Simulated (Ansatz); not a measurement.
# Dielectric response of SiC (110) films, part 2 of 6

Wanted: ε of zincblende SiC (110) by finite fields on slabs, and the band edges against the vacuum where run.

Ansatz 0.2.0; plane-wave DFT, PBEsol, Ansatz PAW (the session's first sound run).

So far. Step 2 (Relaxing the film, 10 atoms, units 5): The work function of the upper face is 5.33 eV.

## Step 3: The relaxed film, single point, 10 atoms, units 5

The film was relaxed beforehand; a single point on the relaxed positions gives its levels and potential.

File input.yaml:

```yaml
crystal:
  lattice:
    - [3.08298557, 0.0, 0.0]
    - [0.0, 4.36, 0.0]
    - [0.0, 0.0, 24.1659711319]
  atoms:
    - { symbol: Si, position: [0.5, 0.5416259907, 0.3827667771] }
    - { symbol: C, position: [0.0, 0.7364101296, 0.372473443] }
    - { symbol: Si, position: [0.0, -0.0095931757, 0.4342173542] }
    - { symbol: C, position: [0.5, 0.2353759141, 0.4357042032] }
    - { symbol: Si, position: [0.5, 0.4954797167, 0.5000000076] }
    - { symbol: C, position: [0.0, 0.7468826723, 0.499999992] }
    - { symbol: Si, position: [0.0, -0.0095931888, 0.5657826564] }
    - { symbol: C, position: [0.5, 0.2353758926, 0.564295781] }
    - { symbol: Si, position: [0.5, 0.5416259291, 0.6172332304] }
    - { symbol: C, position: [0.0, 0.7364101193, 0.6275265552] }
kpoints:
  mp_grid: { grid: [8, 6, 1] }
hamiltonian:
  xc: pbesol
scf:
  occupations: { method: fixed }
  convergence: { dr2_threshold: 1.0e-09 }
efield:
  axis: 3
  dipole_correction: true
  ramp_position: 0.97
  ramp_width: 0.06
output:
  eigenvalues: true
  write_potential: true
  write_density: true
  volumetric_format: npy
```

Run with:

```console
$ ansatz run input.yaml --threads 4 --pin off --max-ram 16384MiB --backend cpu --events-out ev --progress --plain --runs-dir out
```

Numbers of over 12 decimals in the logs are rounded to 6 here.

What it wrote:

```text
[...]
Crystal: 10 atoms, lattice volume = 324.835 Å³
Basis set: ecut = 420 eV, 6301 PW (Γ)
Bands: 30, of which v1, the nominal top of the filled ones, is band 20 counted from 1 (19 counted from 0)
Symmetry: 2 space group operations
k-points: 20 of 48 (time reversal used)
[...]
SCF iter   1: F=—  HF=-4338.263211 eV  |F-HF|=—  |Δ(HF+E_count)|=         —  Δρ=5.09e-3  dr2=1.05e-1  ethr=1.77e-3  p=0.000 e·Å  D=9.42e-8 V/Å  ΔV_dip=-0.00 eV  dr2_dipole=8.85e-8  V_vac-E_F(+/−)=5.25/5.25 eV  ⟨swp⟩=5.1  Hψ=3078  notcnv=0  defer=157
[...]
SCF iter  11: F=-4338.233878 eV  HF=-4338.233878 eV  |F-HF|=2.60e-10  |Δ(HF+E_count)|=   1.66e-9  Δρ=2.60e-7  dr2=1.74e-10  ethr=2.50e-12  p=0.000 e·Å  D=2.23e-7 V/Å  ΔV_dip=-0.00 eV  dr2_dipole=7.97e-14  V_vac-E_F(+/−)=5.33/5.33 eV  ⟨swp⟩=17.1  Hψ=3532  notcnv=0
SCF 1 converged in 11 iterations: F = -4338.233878 eV  dr2 = 1.74e-10
[...]
SCF converged after 11 iterations
[...]
Free energy (F): -4338.233878 eV
[...]
Internal energy: -4338.233878 eV  (E = F + TS)
E sigma→0 (E₀):  -4338.233878 eV
Fermi energy:    -0.422019 eV
Dipole field:    D = -0.000000 V/Å  (p = -0.000000 e·Å, saw-weighted, corrected)
Work function:   Φ+ = 5.3344 eV   Φ− = 5.3343 eV
[...]
--- Band table (eV; the first three rows and the last of 20) ---
  k-point 0: bands = [... 16 lower, -1.8278, -1.3248, -1.2715, -1.0004, 0.7822, 1.9621, 2.1034, 2.7655, ... 6 higher]
  k-point 1: bands = [... 16 lower, -1.9609, -1.5963, -1.4105, -0.9809, 1.0111, 2.1015, 2.2517, 2.6373, ... 6 higher]
  k-point 2: bands = [... 16 lower, -2.3067, -2.1642, -1.4854, -0.8833, 1.4173, 2.1151, 2.2833, 3.1158, ... 6 higher]
  k-point 19: bands = [... 16 lower, -3.1268, -2.7936, -0.9661, -0.4220, 0.6297, 1.3778, 3.7073, 4.3970, ... 6 higher]
```

Elapsed: 7.8 s, on 4 threads of Arm Neoverse V1, shared host; peak memory 0.66 GiB.

This step gave:

```yaml
dipole_along_the_normal: -1.35e-7 e·Å
```

Running mean over 1.541 Å of the planar mean; the ramp of the sawtooth is left out. Electron's electrostatic potential energy less the highest filled level against z:

```csv
z (Å),electron's electrostatic potential energy less the highest filled level (eV)
3.0,5.33
3.5,5.33
4.0,5.33
4.5,5.33
5.0,5.33
5.5,5.33
6.0,5.32
6.5,5.29
7.0,5.16
7.5,4.58
8.0,2.18
8.5,-2.78
9.0,-6.81
9.5,-9.16
10.0,-9.94
10.5,-9.07
11.0,-8.20
11.5,-7.98
12.0,-8.08
12.5,-8.00
13.0,-8.06
13.5,-8.70
14.0,-9.77
14.5,-9.63
15.0,-7.72
15.5,-4.36
16.0,0.690
16.5,4.10
17.0,5.05
17.5,5.27
18.0,5.32
18.5,5.33
19.0,5.33
19.5,5.33
20.0,5.33
20.5,5.33
21.0,5.33
```

The work function of the upper face is 5.33 eV.

## Step 4: Single point, 10 atoms, units 5, field 0.05 V/Å

A sawtooth potential applies the field, turning back in the middle of the vacuum. With the dipole correction the typed value is the field outside the slab. The induced dipole is small, so the SCF threshold is tight.

Edit input.yaml of step 3 so:

```diff
@@ -22,3 +22,3 @@
   occupations: { method: fixed }
-  convergence: { dr2_threshold: 1.0e-09 }
+  convergence: { dr2_threshold: 1.0e-10 }
 efield:
@@ -28,4 +28,4 @@
   ramp_width: 0.06
+  amplitude: 0.05
 output:
-  eigenvalues: true
   write_potential: true
```

What it wrote:

```text
[...]
Crystal: 10 atoms, lattice volume = 324.835 Å³
Basis set: ecut = 420 eV, 6301 PW (Γ)
Bands: 30, of which v1, the nominal top of the filled ones, is band 20 counted from 1 (19 counted from 0)
Symmetry: 2 space group operations
k-points: 20 of 48 (time reversal used)
[...]
SCF iter   1: F=—  HF=-4348.781017 eV  |F-HF|=—  |Δ(HF+E_count)|=         —  Δρ=8.81e-2  dr2=3.45e1  ethr=3.10e-3  p=0.031 e·Å  D=1.74e-2 V/Å  ΔV_dip=-0.42 eV  dr2_dipole=1.74e-4  V_vac-E_F(+/−)=10.03/9.35 eV  ⟨swp⟩=5.9  Hψ=3207  notcnv=0  defer=152
[...]
SCF iter  14: F=-4338.234589 eV  HF=-4338.234589 eV  |F-HF|=1.82e-11  |Δ(HF+E_count)|=  1.45e-10  Δρ=9.37e-8  dr2=3.21e-11  ethr=1.00e-12  p=0.028 e·Å  D=1.58e-2 V/Å  ΔV_dip=-0.38 eV  dr2_dipole=1.53e-15  V_vac-E_F(+/−)=5.68/4.96 eV  ⟨swp⟩=18.1  Hψ=3967  notcnv=0
SCF 1 converged in 14 iterations: F = -4338.234589 eV  dr2 = 3.21e-11
[...]
SCF converged after 14 iterations
[...]
Free energy (F): -4338.234589 eV
[...]
Internal energy: -4338.234589 eV  (E = F + TS)
E sigma→0 (E₀):  -4338.234589 eV
Fermi energy:    -0.421743 eV
Dipole field:    D = 0.015837 V/Å  (p = 0.028430 e·Å, saw-weighted, corrected)
Work function:   not extracted (applied field tilts the vacuum); planar V_es + V_field profile in the machine report
[...]
--- Band table (eV; the first three rows and the last of 20) ---
  k-point 0: bands = [... 16 lower, -1.8280, -1.3248, -1.2722, -1.0000, 0.7820, 1.9613, 2.1033, 2.7657, ... 6 higher]
  k-point 1: bands = [... 16 lower, -1.9610, -1.5963, -1.4110, -0.9806, 1.0109, 2.1001, 2.2520, 2.6377, ... 6 higher]
  k-point 2: bands = [... 16 lower, -2.3065, -2.1643, -1.4858, -0.8831, 1.4168, 2.1144, 2.2838, 3.1158, ... 6 higher]
  k-point 19: bands = [... 16 lower, -3.1270, -2.7935, -0.9666, -0.4217, 0.6292, 1.3780, 3.7070, 4.3968, ... 6 higher]
```

The job ended after 8.3 s (4 threads; peak memory 0.66 GiB).

This step gave:

```yaml
dipole_along_the_normal: 0.02843 e·Å
```

The dipole is 0.0284 e·Å.

## Step 5: Single point, 10 atoms, units 5, field -0.05 V/Å

Edit input.yaml of step 4 so:

```diff
@@ -28,3 +28,3 @@
   ramp_width: 0.06
-  amplitude: 0.05
+  amplitude: -0.05
 output:
```

What it wrote:

```text
[...]
Crystal: 10 atoms, lattice volume = 324.835 Å³
Basis set: ecut = 420 eV, 6301 PW (Γ)
Bands: 30, of which v1, the nominal top of the filled ones, is band 20 counted from 1 (19 counted from 0)
Symmetry: 2 space group operations
k-points: 20 of 48 (time reversal used)
[...]
k-point 0: bands = [... 16 lower, -1.8280, -1.3248, -1.2722, -1.0000, 0.7820, 1.9613, 2.1033, 2.7657, ... 6 higher]
  k-point 1: bands = [... 16 lower, -1.9610, -1.5963, -1.4110, -0.9806, 1.0109, 2.1001, 2.2520, 2.6377, ... 6 higher]
  k-point 2: bands = [... 16 lower, -2.3065, -2.1643, -1.4858, -0.8831, 1.4168, 2.1144, 2.2838, 3.1158, ... 6 higher]
  k-point 19: bands = [... 16 lower, -3.1270, -2.7935, -0.9666, -0.4217, 0.6292, 1.3780, 3.7070, 4.3968, ... 6 higher]
[key lines of the parts left out:]
SCF converged after 14 iterations
Free energy (F): -4338.234589 eV
Fermi energy:    -0.421743 eV
Dipole field:    D = -0.015836 V/Å  (p = -0.028429 e·Å, saw-weighted, corrected)
```

It took 8.3 s on 4 threads; peak memory 0.66 GiB.

The dipole is -0.0284 e·Å.

## Step 6: Response with the atoms held, 10 atoms, units 5

This step: plane-wave DFT, PBEsol, Ansatz PAW; response to a field along the normal, atoms held (Ansatz 0.2.0).

The two fields give this film's response with the atoms held: the electronic part.

This step gave:

```yaml
equivalent_conductor_thickness_p_eps_0ae: 7.654 Å
distance_between_the_outer_atoms: 6.164 Å
thickness: 7.707 Å
```

Local field over the applied field, running mean. From the potentials at -0.05 and 0.05 V/Å; running mean over 1.541 Å, taken twice. Table of local field over applied field by z:

z (Å), local field over applied field and a bar:
```
      4.5      0.999 ##############################
      5.0      0.997 ##############################
      5.5      0.991 ##############################
      6.0      0.974 #############################
      6.5      0.933 ############################
      7.0      0.847 #########################
      7.5      0.701 ####################
      8.0      0.512 ##############
      8.5      0.320 ########
      9.0      0.176 ###
      9.5      0.102 #
     10.0      0.085 
     10.5      0.094 
     11.0      0.104 #
     11.5      0.106 #
     12.0      0.105 #
     12.5      0.106 #
     13.0      0.105 #
     13.5      0.098 
     14.0      0.087 
     14.5      0.091 
     15.0      0.144 ##
     15.5      0.265 ######
     16.0      0.446 ############
     16.5      0.641 ##################
     17.0      0.805 ########################
     17.5      0.911 ###########################
     18.0      0.964 #############################
     18.5      0.987 ##############################
     19.0      0.996 ##############################
     19.5      0.999 ##############################
     20.0      1.000 ##############################
```

Electrons, planar mean, per unit field. Induced electron density against z:

z (Å), induced electron density (e/Å³ per V/Å) and a bar from the least value:
```
     4.03    0.00000 ###############
     4.48    0.00000 ###############
     4.92    0.00001 ###############
     5.37    0.00004 ###############
     5.82    0.00009 ###############
     6.27    0.00024 ################
     6.71    0.00057 ##################
     7.01    0.00100 ####################
     7.46    0.00204 #########################
     7.91    0.00318 ##############################
     8.35    0.00289 #############################
     8.80    0.00102 ####################
     9.25    0.00117 #####################
     9.70   -0.00019 ##############
    10.14   -0.00109 ##########
    10.59   -0.00004 ###############
    11.04    0.00073 ##################
    11.49   -0.00033 #############
    11.93   -0.00054 ############
    12.23    0.00054 ##################
    12.68    0.00033 #################
    13.13   -0.00073 ############
    13.57    0.00004 ###############
    14.02    0.00109 ####################
    14.47    0.00019 ################
    14.92   -0.00117 #########
    15.36   -0.00102 ##########
    15.81   -0.00290 #
    16.26   -0.00318 
    16.71   -0.00204 #####
    17.15   -0.00100 ##########
    17.45   -0.00057 ############
    17.90   -0.00024 ##############
    18.35   -0.00009 ###############
    18.80   -0.00004 ###############
    19.24   -0.00001 ###############
    19.69    0.00000 ###############
    20.14    0.00000 ###############
```

By hand: between -0.05 and 0.05 V/Å the dipole changes by 0.05686 e·Å, a slope of 0.5686 e·Å²/V. A perfect conductor of thickness t has p = ε₀AEt, so t = 180.95 × 0.5686 / 13.442 = 7.65 Å (e/ε₀ = 180.95 V·Å, A in Å²).

The induced dipole is that of a conductor 7.65 Å thick.

## Step 7: Relaxing in the field, 10 atoms, field 0.05 V/Å

This step: plane-wave DFT, PBEsol, Ansatz PAW (Ansatz 0.2.0).

Now the atoms may follow the field. A weak field makes forces of meV/Å to tens of meV/Å, so the force tolerance is set well below the usual one.

Edit input.yaml of step 5 so:

```diff
@@ -28,3 +28,6 @@
   ramp_width: 0.06
-  amplitude: -0.05
+  amplitude: 0.05
+relax:
+  f_tol: 0.0006
+  max_steps: 70
 output:
```

What it wrote:

```text
[...]
Crystal: 10 atoms, lattice volume = 324.835 Å³
Basis set: ecut = 420 eV, 6301 PW (Γ), exchange–correlation on 48×60×324 points (8 copies of the dense FFT grid, shifted against one another)
Bands: 30, of which v1, the nominal top of the filled ones, is band 20 counted from 1 (19 counted from 0)
Symmetry: 2 space group operations
k-points: 20 of 48 (time reversal used)
[...]
SCF iter   1: F=—  HF=-4348.780940 eV  |F-HF|=—  |Δ(HF+E_count)|=         —  Δρ=8.81e-2  dr2=3.45e1  ethr=3.10e-3  p=0.031 e·Å  D=1.74e-2 V/Å  ΔV_dip=-0.42 eV  dr2_dipole=1.74e-4  V_vac-E_F(+/−)=10.03/9.35 eV  ⟨swp⟩=5.9  Hψ=3207  notcnv=0  defer=152
[...]
SCF iter  14: F=-4338.234544 eV  HF=-4338.234544 eV  |F-HF|=2.64e-11  |Δ(HF+E_count)|=  1.46e-10  Δρ=9.44e-8  dr2=3.16e-11  ethr=1.00e-12  p=0.028 e·Å  D=1.58e-2 V/Å  ΔV_dip=-0.38 eV  dr2_dipole=5.73e-16  V_vac-E_F(+/−)=5.68/4.96 eV  ⟨swp⟩=8.3  Hψ=3351  notcnv=0
SCF 1 converged in 14 iterations: F = -4338.234544 eV  dr2 = 3.16e-11
[...]
relax step   1: F+E_penalty+E_count = -4338.23454429 eV  Δ(F+E_penalty+E_count) = +0.000e0 eV  max|allowed force component| = 1.847e-2 eV/Å  Δτ_max = 0.0000 Å  (14 SCF iters, accepted)
[...]
SCF iter   8: F=-4338.234570 eV  HF=-4338.234570 eV  |F-HF|=3.00e-11  |Δ(HF+E_count)|=  2.02e-10  Δρ=8.90e-8  dr2=2.32e-11  ethr=1.00e-12  p=0.029 e·Å  D=1.63e-2 V/Å  ΔV_dip=-0.39 eV  dr2_dipole=2.27e-12  V_vac-E_F(+/−)=5.67/4.96 eV  ⟨swp⟩=8.0  Hψ=3341  notcnv=0
SCF 2 converged in 8 iterations: F = -4338.234570 eV  dr2 = 2.32e-11
relax step   2: F+E_penalty+E_count = -4338.23456963 eV  Δ(F+E_penalty+E_count) = -2.534e-5 eV  max|allowed force component| = 8.765e-3 eV/Å  Δτ_max = 0.0009 Å  (8 SCF iters, accepted)
SCF iter   1: F=—  HF=-4338.234508 eV  |F-HF|=—  |Δ(HF+E_count)|=         —  Δρ=6.75e-5  dr2=2.35e-5  ethr=3.37e-7  p=0.029 e·Å  D=1.63e-2 V/Å  ΔV_dip=-0.39 eV  dr2_dipole=4.25e-6  V_vac-E_F(+/−)=5.67/4.96 eV  ⟨swp⟩=2.1  Hψ=1324  notcnv=0  defer=160
[...]
SCF iter   8: F=-4338.234577 eV  HF=-4338.234577 eV  |F-HF|=1.55e-11  |Δ(HF+E_count)|=  6.46e-11  Δρ=8.51e-8  dr2=1.93e-11  ethr=1.00e-12  p=0.030 e·Å  D=1.66e-2 V/Å  ΔV_dip=-0.40 eV  dr2_dipole=9.48e-14  V_vac-E_F(+/−)=5.67/4.97 eV  ⟨swp⟩=8.0  Hψ=3193  notcnv=0
SCF 3 converged in 8 iterations: F = -4338.234577 eV  dr2 = 1.93e-11
relax step   3: F+E_penalty+E_count = -4338.23457749 eV  Δ(F+E_penalty+E_count) = -7.853e-6 eV  max|allowed force component| = 2.113e-3 eV/Å  Δτ_max = 0.0007 Å  (8 SCF iters, accepted)
[...]
relax step   4: F+E_penalty+E_count = -4338.23457792 eV  Δ(F+E_penalty+E_count) = -4.310e-7 eV  max|allowed force component| = 6.295e-4 eV/Å  Δτ_max = 0.0002 Å  (6 SCF iters, accepted)
SCF iter   1: F=—  HF=-4338.234578 eV  |F-HF|=—  |Δ(HF+E_count)|=         —  Δρ=1.31e-6  dr2=1.28e-8  ethr=2.25e-10  p=0.030 e·Å  D=1.66e-2 V/Å  ΔV_dip=-0.40 eV  dr2_dipole=2.37e-9  V_vac-E_F(+/−)=5.67/4.97 eV  ⟨swp⟩=2.0  Hψ=1319  notcnv=0  defer=126
[...]
SCF iter   4: F=-4338.234578 eV  HF=-4338.234578 eV  |F-HF|=5.46e-12  |Δ(HF+E_count)|=  1.82e-12  Δρ=1.10e-7  dr2=2.81e-11  ethr=1.00e-12  p=0.030 e·Å  D=1.66e-2 V/Å  ΔV_dip=-0.40 eV  dr2_dipole=3.72e-12  V_vac-E_F(+/−)=5.67/4.97 eV  ⟨swp⟩=8.0  Hψ=3379  notcnv=0
SCF 5 converged in 4 iterations: F = -4338.234578 eV  dr2 = 2.81e-11
relax step   5: F+E_penalty+E_count = -4338.23457794 eV  Δ(F+E_penalty+E_count) = -2.034e-8 eV  max|allowed force component| = 1.075e-4 eV/Å  Δτ_max = 0.0000 Å  (4 SCF iters, accepted)
NSCF: frozen V_eff on 20 k-points
[...]
SCF converged after 4 iterations
[...]
Free energy (F): -4338.234578 eV
[...]
Internal energy: -4338.234578 eV  (E = F + TS)
E sigma→0 (E₀):  -4338.234578 eV
Fermi energy:    -0.422130 eV
Dipole field:    D = 0.016578 V/Å  (p = 0.029759 e·Å, saw-weighted, corrected)
Work function:   not extracted (applied field tilts the vacuum); planar V_es + V_field profile in the machine report
[...]
--- Forces (eV/Å), atoms counted from 1 ---
  atom   1  Si     0.00000000    -0.00009398     0.00003606
  atom   2  C      0.00000000     0.00008892    -0.00005680
  atom   3  Si     0.00000000    -0.00009270    -0.00003263
  atom   4  C      0.00000000     0.00009154     0.00008198
  atom   5  Si     0.00000000     0.00000699    -0.00010672
  atom   6  C      0.00000000    -0.00000626     0.00005729
  atom   7  Si     0.00000000     0.00009694    -0.00002679
  atom   8  C      0.00000000    -0.00009492     0.00007484
  atom   9  Si     0.00000000     0.00009561     0.00003715
  atom  10  C      0.00000000    -0.00009168    -0.00005678
  max |Σ_I F_I| component: 7.60e-6 eV/Å
--- Band table (eV; the first three rows and the last of 20) ---
  k-point 0: bands = [... 16 lower, -1.8277, -1.3245, -1.2720, -1.0002, 0.7821, 1.9618, 2.1034, 2.7655, ... 6 higher]
  k-point 1: bands = [... 16 lower, -1.9607, -1.5960, -1.4109, -0.9808, 1.0110, 2.1011, 2.2518, 2.6373, ... 6 higher]
  k-point 2: bands = [... 16 lower, -2.3064, -2.1639, -1.4857, -0.8833, 1.4172, 2.1150, 2.2835, 3.1157, ... 6 higher]
  k-point 19: bands = [... 16 lower, -3.1268, -2.7936, -0.9665, -0.4221, 0.6296, 1.3779, 3.7070, 4.3968, ... 6 higher]
--- Relaxed structure (5 steps of the walk, 5 accepted, 0 SCFs on fresh bases) ---
  F+E_penalty+E_count = -4338.23457794 eV   max|allowed force component| = 1.075e-4 eV/Å
  atoms:
    - { symbol: Si, position: [0.5, 0.541667, 0.382793] }
    - { symbol: C, position: [0.0, 0.736448, 0.372433] }
    - { symbol: Si, position: [0.0, -0.00959567, 0.434221] }
    - { symbol: C, position: [0.5, 0.235376, 0.435698] }
    - { symbol: Si, position: [0.5, 0.495465, 0.500024] }
    - { symbol: C, position: [0.0, 0.746889, 0.499979] }
    - { symbol: Si, position: [0.0, -0.00961879, 0.565790] }
    - { symbol: C, position: [0.5, 0.235371, 0.564299] }
    - { symbol: Si, position: [0.5, 0.541608, 0.617266] }
    - { symbol: C, position: [0.0, 0.736391, 0.627495] }
```

Elapsed: 21 s, on 4 threads; peak memory 0.63 GiB; 81 s of CPU time.

Hardly anything moved in the relaxation; the energy changed by under 0.2 meV an atom.

This step gave:

```yaml
dipole_along_the_normal: 0.02976 e·Å
```

The relaxation took 5 steps and lowered the energy by 3.4e-5 eV; the largest force on the free atoms ends at 1.1e-4 eV/Å.

The dipole is 0.0298 e·Å.

## Step 8: Field on, atoms free, 10 atoms, field -0.05 V/Å

The opposite sign, again from the field-free geometry; the difference of the two cancels what relaxes without a field.

Edit input.yaml of step 7 so:

```diff
@@ -28,3 +28,3 @@
   ramp_width: 0.06
-  amplitude: 0.05
+  amplitude: -0.05
 relax:
```

What it wrote:

```text
[...]
Crystal: 10 atoms, lattice volume = 324.835 Å³
Basis set: ecut = 420 eV, 6301 PW (Γ), exchange–correlation on 48×60×324 points (8 copies of the dense FFT grid, shifted against one another)
Bands: 30, of which v1, the nominal top of the filled ones, is band 20 counted from 1 (19 counted from 0)
Symmetry: 2 space group operations
k-points: 20 of 48 (time reversal used)
[...]
- { symbol: Si, position: [0.0, -0.0096188, 0.434210] }
    - { symbol: C, position: [0.5, 0.235371, 0.435701] }
    - { symbol: Si, position: [0.5, 0.495465, 0.499976] }
    - { symbol: C, position: [0.0, 0.746889, 0.500021] }
    - { symbol: Si, position: [0.0, -0.00959566, 0.565779] }
    - { symbol: C, position: [0.5, 0.235376, 0.564302] }
    - { symbol: Si, position: [0.5, 0.541667, 0.617207] }
    - { symbol: C, position: [0.0, 0.736448, 0.627567] }
[key lines of the parts left out:]
SCF converged after 4 iterations
Free energy (F): -4338.234578 eV
Fermi energy:    -0.422130 eV
Dipole field:    D = -0.016577 V/Å  (p = -0.029758 e·Å, saw-weighted, corrected)
```

It took 21 s on 4 threads; peak memory 0.63 GiB; 80 s of CPU time.

No atom moved by 0.005 Å in the relaxation.

The relaxation took 5 steps and lowered the energy by 3.4e-5 eV; the largest force on the free atoms ends at 1.1e-4 eV/Å.

The dipole is -0.0298 e·Å.

## Step 9: Response with the atoms relaxed, 10 atoms, units 5

This step: plane-wave DFT, PBEsol, Ansatz PAW; response to a field along the normal, atoms relaxed (Ansatz 0.2.0).

The two relaxed runs give the static response.

This step gave:

```
equivalent conductor thickness p/(ε₀AE) : 8.012 Å
```

Local field over the applied field, running mean. From the potentials at -0.05 and 0.05 V/Å; running mean over 1.541 Å, taken twice. Local field over applied field against z:

```csv
z (Å),local field over applied field
4.03,1.000
4.48,0.999
4.92,0.998
5.37,0.993
5.82,0.983
6.27,0.958
6.71,0.904
7.01,0.838
7.46,0.702
7.91,0.540
8.35,0.340
8.80,0.176
9.25,0.0445
9.70,-7.6e-4
10.14,0.0466
10.59,0.0840
11.04,0.113
11.49,0.0756
11.93,0.0527
12.23,0.0527
12.68,0.0756
13.13,0.113
13.57,0.0840
14.02,0.0466
14.47,-7.6e-4
14.92,0.0445
15.36,0.176
15.81,0.340
16.26,0.540
16.71,0.702
17.15,0.838
17.45,0.904
17.90,0.958
18.35,0.983
18.80,0.993
19.24,0.998
19.69,0.999
20.14,1.000
```

The induced dipole is that of a conductor 8.01 Å thick.

(Part 2 of 6 ends here.)

[Logs are printed without paths, hosts, clocks, repeated set-up lines and the standing remarks that a program may print on its own settings, such as how far it seeks lower states.]

[Hosts, paths, dates, database ids (printed as entryN), source tags and the programs' standing remarks are cut or masked in the printed files.]

[Maps of the electrostatic potential energy from Ansatz leave out the sawtooth potential of an applied field or a dipole correction, so their vacuum need not be flat; planar profiles and work functions include it.]
